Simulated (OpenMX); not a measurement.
# HfO2 under changes of volume

One of the cells (11.375 Å³/atom); the others are scaled copies at fixed shape and fractional positions:

```xyz
3
Lattice="0.0000 2.5744 2.5744 2.5744 0.0000 2.5744 2.5744 2.5744 0.0000" Properties=species:S:1:pos:R:3 pbc="T T T"
Hf    0.0000    0.0000    0.0000
O     3.8617    3.8617    3.8617
O     1.2872    1.2872    1.2872
```

Measurements of this composition are mostly on another form, of space group No. 14.

- Program: OpenMX 3.8.5
- Functional: PBE
- Potentials or basis: OpenMX 2013 PBE set, Hf7.0-s3p2d2f1, O6.0-s2p2d1, fixed grid of 36 × 36 × 36 points
- k mesh: 9 × 9 × 9
- Occupations: fermi-dirac, width 0.05 eV
- Spin: no spin polarisation

```tsv
volume (Å³/atom)	energy over the lowest point (meV/atom)	gap on the mesh (eV)
10.483	10.16	4.04
10.706	1.17	3.98
10.929	0.00	3.92
11.375	?	?
11.598	35.71	3.76
11.821	58.57	3.70
```

Question: What does the run at 11.375 Å³/atom give?

Answer: Energy over the lowest point 17.89 meV/atom; gap on the mesh 3.81 eV.

Worked out: A Birch-Murnaghan fit of order 3 (a polynomial in V^(-2/3)) to the other rows has its minimum at 10.85 Å³/atom with B0 = V·E''(V) = 254 GPa and B' = 4.2. It gives 17.94 meV/atom at 11.375 Å³/atom, against the run's 17.89. A straight line through the other rows of the gap, of slope -2.8 eV per unit of ln V, gives 3.81 eV, against the run's 3.81.

Energies are extrapolated to zero smearing.

Caveats: spin-orbit coupling is left out, which moves the levels of the heavy elements; an odd mesh through Γ misses points on the zone boundary, where band edges often lie; the basis of atomic orbitals isn't converged, which shifts pressures, moduli and gaps.
